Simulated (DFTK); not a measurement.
# PbO2 (Fm-3m) in DFTK: notebook

One crystal, PbO2, is run at these levels: PBE; tasks: single point.

Program: DFTK 0.8.2. These are calculated values, not measurements. Logs are shortened: lines on timing, memory, paths and dates and some standing lists are left out, and cuts for length are marked.

### 1 The structure

Symmetry: Fm-3m, No. 225, cubic system. Conventional cell: a = 5.404 Å, b = 5.404 Å, c = 5.404 Å, α = 90.00°, β = 90.00°, γ = 90.00°. Pb (site symmetry m-3m) has 8 O at 2.34 Å as nearest neighbours. Around O (site symmetry -43m) lie 4 Pb at 2.34 Å.

The cell comes from a database or a generator and needn't be the stable form of this composition.

### 2 Single point, PBE

Contents of run.jl:

```julia
using DFTK
using PseudoPotentialData
using Unitful, UnitfulAtomic
using LinearAlgebra, Printf
include("save.jl")
disable_threading()

# lattice vectors are the columns
lattice = austrip(1u"Å") * [           0.0       2.701992       2.701992;
                 2.701992            0.0       2.701992;
                 2.701992       2.701992            0.0]
symbols   = [:Pb, :O, :O]
positions = [[0.0, 0.0, 0.0],
             [0.75, 0.75, 0.75],
             [0.25, 0.25, 0.25]]
pseudopotentials = Dict(:O => "O.upf", :Pb => "Pb.upf")
elements = Dict(s => ElementPsp(s, pseudopotentials; rcut=10.0) for s in unique(symbols))
atoms    = [elements[s] for s in symbols]

build_model(lattice, positions; symmetries=true) =
    model_DFT(lattice, atoms, positions;
              functionals=PBE(),
              temperature=austrip(0.05u"eV"),
              smearing=Smearing.FermiDirac(),
              symmetries)
Ecut  = 45.0  # hartree
kgrid = [9, 9, 9]
tol   = 1e-6
to_GPa = ustrip(uconvert(u"GPa", 1u"hartree/bohr^3"))

model = build_model(lattice, positions)
basis = PlaneWaveBasis(model; Ecut, kgrid)
display(basis)
scfres = self_consistent_field(basis;
                               tol,
                               nbandsalg=AdaptiveBands(model; n_bands_converge=18))
display(scfres.energies)
@printf "Fermi level: %.6f eV\n" ustrip(auconvert(u"eV", something(scfres.εF, NaN)))
forces = compute_forces_cart(scfres)
println("Forces (eV/Å)")
for (s, f) in zip(symbols, forces)
    @printf "%-3s %12.6f %12.6f %12.6f\n" s ustrip.(auconvert.(u"eV/Å", f))...
end
stress = compute_stresses_cart(scfres)
println("Stress (GPa)")
display(round.(stress * to_GPa; digits=4))
println("Levels at the first k-point (eV): ", round.(ustrip.(auconvert.(u"eV", scfres.eigenvalues[1][1:scfres.n_bands_converge])); digits=4))
save_scf!(scfres; forces, stress)
```

Potentials or basis: SPMS 1.0 (PBE).

Started as:

```sh
$ julia --threads=1 run.jl  # save.jl only writes the numbers to a file and isn't shown; printed stress counts tension as positive; times include loading and compiling
```

The log of the run:

```text
PlaneWaveBasis discretization:

    Ecut                 : 45.0 Ha
    fft_size             : (45, 45, 45), 91125 total points
    kgrid                : MonkhorstPack([9, 9, 9])
    num.   red. kpoints  : 729
    num. irred. kpoints  : 35

    Discretized Model(gga_x_pbe+gga_c_pbe, 3D):
        lattice (in Bohr)    : [0         , 5.10602   , 5.10602   ]
                               [5.10602   , 0         , 5.10602   ]
                               [5.10602   , 5.10602   , 0         ]
        unit cell volume     : 266.24 Bohr³

        atoms                : O₂Pb
        atom potentials      : ElementPsp(:Pb, "Pb.upf")
                               ElementPsp(:O, "O.upf")
                               ElementPsp(:O, "O.upf")

        num. electrons       : 26
        spin polarization    : none
        temperature          : 0.0018375 Ha
        smearing             : DFTK.Smearing.FermiDirac()

        terms                : Kinetic()
                               AtomicLocal()
                               AtomicNonlocal()
                               Ewald(nothing)
                               PspCorrection()
                               Hartree()
                               Xc(gga_x_pbe, gga_c_pbe)
                               Entropy()
n     Energy            log10(ΔE)   log10(Δρ)   Diag   Δtime
---   ---------------   ---------   ---------   ----   ------
  1   -95.64547709089                   -0.44    5.8    20.1s
  2   -95.84220467293       -0.71       -0.97    2.1    13.3s
  3   -95.85674121009       -1.84       -1.53    2.7    13.9s
  4   -95.85718089916       -3.36       -1.89    1.0    10.0s
  5   -95.85722457989       -4.36       -2.23    1.1    11.3s
  6   -95.85723496728       -4.98       -2.76    1.9    11.4s
  7   -95.85723609024       -5.95       -3.43    1.9    11.8s
  8   -95.85723614107       -7.29       -4.37    1.9    11.3s
  9   -95.85723614375       -8.57       -4.67    3.0    14.8s
 10   -95.85723614379      -10.34       -5.21    1.1    9.67s
 11   -95.85723614380      -11.06       -5.64    2.0    12.1s
 12   -95.85723614380      -11.54       -6.01    1.4    11.2s
Energy breakdown (in Ha):
    Kinetic             48.0222935
    AtomicLocal         -50.9686574
    AtomicNonlocal      -12.8705408
    Ewald               -77.1957800
    PspCorrection       5.9593591
    Hartree             15.1888863
    Xc                  -23.9925772
    Entropy             -0.0002197

    total               -95.857236143803
Fermi level: 4.807165 eV
Forces (eV/Å)
Pb      0.000000     0.000000     0.000000
O      -0.000000    -0.000000    -0.000000
O       0.000000     0.000000     0.000000
Stress (GPa)
3×3 StaticArraysCore.SMatrix{3, 3, Float64, 9} with indices SOneTo(3)×SOneTo(3):
  0.3429  -0.0     -0.0
 -0.0      0.3429   0.0
 -0.0      0.0      0.3429
Levels at the first k-point (eV): [-13.6507, -10.9333, -10.9333, -10.9333, -10.8213, -10.7275, -10.7275, 2.0416, 2.8463, 2.8463, 2.8463, 3.6269, 3.6269, 3.6269, 11.8248, 11.8248, 11.8248, 16.5624]
```

Run time: 5.7 min. Hardware: 1 thread of Intel Xeon Platinum 8175M at 2.50GHz (Skylake/Cascade Lake), shared host; peak memory 1.8 GiB.

Results:

```
Free energy            : -2608.4083 eV
Pressure               : -0.3 GPa
Band gap on the k mesh : none (metal or under the smearing width)
```

Levels at points of the mesh, in eV from the Fermi level:
```tsv
k point	band 9	band 10	band 11	band 12	band 13	band 14	band 15	band 16	band 17	band 18
(0.00, 0.00, 0.00)	-1.96	-1.96	-1.96	-1.18	-1.18	-1.18	7.02	7.02	7.02	11.76
```

### 3 Single point, PBE

run.jl, as its differences from that of step 2:

```diff
@@ -25,3 +25,3 @@
               symmetries)
-Ecut  = 45.0  # hartree
+Ecut  = 46.0  # hartree
 kgrid = [9, 9, 9]
```

Potentials or basis: in-house norm-conserving set (PBE, scalar relativistic).

Started as:

```sh
$ julia --threads=1 run.jl  # save.jl only writes the numbers to a file and isn't shown; printed stress counts tension as positive; times include loading and compiling
```

The log of the run:

```text
[... set-up lines left out ...]
n     Energy            log10(ΔE)   log10(Δρ)   Diag   Δtime
---   ---------------   ---------   ---------   ----   ------
  1   -116.6620711260                   -0.43    9.5    27.6s
  2   -116.8555604526       -0.71       -0.94    5.2    18.3s
  3   -116.8729175771       -1.76       -1.46    4.0    17.1s
  4   -116.8734583948       -3.27       -1.73    1.0    10.3s
  5   -116.8735657516       -3.97       -2.08    2.2    10.8s
  6   -116.8735935059       -4.56       -2.66    4.3    16.3s
  7   -116.8735955202       -5.70       -3.25    3.5    15.1s
  8   -116.8735957237       -6.69       -3.83    3.6    15.1s
  9   -116.8735957331       -8.03       -4.20    3.5    14.7s
 10   -116.8735957359       -8.56       -5.12    3.1    12.4s
 11   -116.8735957359      -10.04       -5.19    4.9    17.9s
 12   -116.8735957360      -10.55       -5.56    1.0    9.23s
 13   -116.8735957360      -11.09       -6.36    5.0    16.4s
Energy breakdown (in Ha):
    Kinetic             59.2746948
    AtomicLocal         -63.3661161
    AtomicNonlocal      -17.1531505
    Ewald               -77.1957800
    PspCorrection       4.8415402
    Hartree             18.9281191
    Xc                  -42.2026864
    Entropy             -0.0002168

    total               -116.873595735979
Fermi level: 4.902749 eV
Forces (eV/Å)
Pb     -0.000000    -0.000000    -0.000000
O       0.000000     0.000000     0.000000
O      -0.000000    -0.000000    -0.000000
Stress (GPa)
3×3 StaticArraysCore.SMatrix{3, 3, Float64, 9} with indices SOneTo(3)×SOneTo(3):
 -0.4339   0.0      0.0
  0.0     -0.4339   0.0
 -0.0     -0.0     -0.4339
Levels at the first k-point (eV): [-13.5753, -10.7694, -10.7694, -10.7694, -10.7643, -10.5397, -10.5397, 2.1877, 2.9442, 2.9442, 2.9442, 3.7091, 3.7091, 3.7091, 11.9198, 11.9198, 11.9198, 16.7034]
```

Wall time 7.6 min (1 thread of Intel Xeon Platinum 8175M at 2.50GHz (Skylake/Cascade Lake), shared host); peak memory 2 GiB.

What came out:

* Free energy: -3180.2926 eV
* Pressure: 0.4 GPa
* Band gap on the k mesh: none (metal or under the smearing width)

Levels at points of the mesh, in eV from the Fermi level:
```csv
k point,band 9,band 10,band 11,band 12,band 13,band 14,band 15,band 16,band 17,band 18
"(0.00, 0.00, 0.00)",-1.96,-1.96,-1.96,-1.19,-1.19,-1.19,7.02,7.02,7.02,11.80
```

Spin-orbit coupling is left out, which matters for the levels of Pb.
